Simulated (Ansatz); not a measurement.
**La2O3 and the effect of the functional**

The cell as given:

```
La O
1.0
     3.93078    0.00000    0.00000
    -1.96539    3.40415    0.00000
     0.00000    0.00000    6.11195
La O
2 3
Direct
  0.33333 0.66667 0.24624
  0.66667 0.33333 0.75376
  0.00000 0.00000 0.00000
  0.33333 0.66667 0.64589
  0.66667 0.33333 0.35411
```

The cell is a database's computed one, not the measured one.

Kept alike: task relaxation of cell and atoms; k mesh 6 × 6 × 4; occupations fermi-dirac, width 0.05 eV; no spin polarisation. Program: Ansatz, all-electron LAPW, scalar-relativistic. The mesh is that of the run's cell of 5 atoms. No spin-orbit coupling.

| run | band gap (eV) | volume (Å³/atom) | first edge of the run's cell (Å) | third edge of the run's cell (Å) |
| --- | --- | --- | --- | --- |
| A | 3.736 | 15.543 | 3.884 | 5.948 |
| B | 3.775 | 15.967 | 3.906 | 6.041 |
| C | 3.835 | 16.644 | 3.940 | 6.189 |

The k mesh is coarse, so the values aren't converged. Gaps hold for each row's own relaxed cell. The relaxations keep at least the cell's symmetry (P-3m1). Relaxations stop with a little pressure left, so the last digits of a volume or edge aren't settled. A gap read on the mesh alone can miss an edge between its points.

Problem. The runs differ in the functional alone: LDA; PBE; PBEsol. Which run is which?

Solution. Run A is LDA; run B is PBEsol; run C is PBE. The band gap runs from 3.736 (LDA) to 3.835 eV (PBE). From PBE: LDA -0.099; PBEsol -0.060. The volume runs from 15.543 (LDA) to 16.644 Å³/atom (PBE). From PBE: LDA -1.101; PBEsol -0.677. The first edge of the run's cell runs from 3.884 (LDA) to 3.940 Å (PBE). From PBE: LDA -0.056; PBEsol -0.034. The third edge of the run's cell runs from 5.948 (LDA) to 6.189 Å (PBE). From PBE: LDA -0.241; PBEsol -0.148.

The volumes identify the runs: LDA overbinds and gives the smallest cell, PBE's stronger gradient correction favours inhomogeneous densities and loosens the bonds, and PBEsol, with a weaker correction, falls between. The change is anisotropic, with the third edge responding proportionally more than the first. This suggests that the structure is softer along the stacking axis, where layer spacing and internal oxygen positions can adjust together.

The gap is a much weaker fingerprint. It separates filled, mainly O 2p states from empty La-derived states, and all three functionals place it well below the measured gap, as expected when semilocal exchange-correlation lacks the derivative discontinuity. Its slight rise with volume may reflect narrower La 5d bands and a weaker crystal-field splitting in the larger cell, but the functional's direct effect on the levels is an equally possible source. Calculations with each functional at one common geometry would be needed to separate the two. The larger gap with PBE is therefore no sign of a better description of the electronic excitation.
